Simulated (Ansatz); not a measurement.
## Varying the input for LiBr

The reference input for Ansatz (plane-wave DFT with PAW):

```yaml
crystal:
  lattice:
    - [0.0, 2.7226905798, 2.7226905798]
    - [2.7226905798, 0.0, 2.7226905798]
    - [2.7226905798, 2.7226905798, 0.0]
  atoms:
    - { symbol: Li, position: [0.0, 0.0, 0.0] }
    - { symbol: Br, position: [0.5, 0.5, 0.5] }
basis:
  ecutwfc: 420
kpoints:
  mp_grid: { grid: [4, 4, 4] }
hamiltonian:
  xc: pbe
scf:
  occupations: { method: gaussian, width: 0.1 }
output:
  forces: true
  stress: true
  eigenvalues: true
```

Command:

```bash
ansatz run input.yaml --threads 1 --pin off --max-ram 1331MiB --backend cpu --events-out ev --progress --plain --runs-dir out
```

The run converges in 6 SCF iterations on 8 irreducible k-points: pressure 1.17 GPa, gap on the sampled k-points 5.07 eV.

The inputs are trials, many of them unsound on purpose. Their numbers show the effect of the settings and aren't properties of the material. Each trial's input is given as a difference from the reference's; energies are extrapolated to zero smearing where there is one, and pressure is positive in compression.

Trial 1:

```diff
 kpoints:
-  mp_grid: { grid: [4, 4, 4] }
+  mp_grid: { grid: [2, 2, 2] }
 hamiltonian:
-  xc: pbe
+  xc: lda
 scf:
-  occupations: { method: gaussian, width: 0.1 }
+  occupations: { method: tetrahedron_uncorrected }
+  mixing: { algorithm: broyden, beta: 0.071, ndim: 12 }
+  initial_density: { chi_scale: 0, normalization: atom }
+  max_iter: 72
+accuracy: medium
```

The run converges in 8 SCF iterations on 3 irreducible k-points: pressure 3.79 GPa, gap on the sampled k-points 4.61 eV. It warns that the printed bands weren't solved further after the SCF.

Trial 2:

```diff
 basis:
-  ecutwfc: 420
+  ecutwfc: "14 Ha"
 hamiltonian:
-  xc: pbe
+  xc: pw92
 scf:
-  occupations: { method: gaussian, width: 0.1 }
+  occupations: { method: methfessel_paxton }
```

The run converges in 5 SCF iterations on 8 irreducible k-points: pressure -1.95 GPa, gap on the sampled k-points 4.77 eV. It warns that the cutoff lies under the recommended one, 420 eV for these potentials.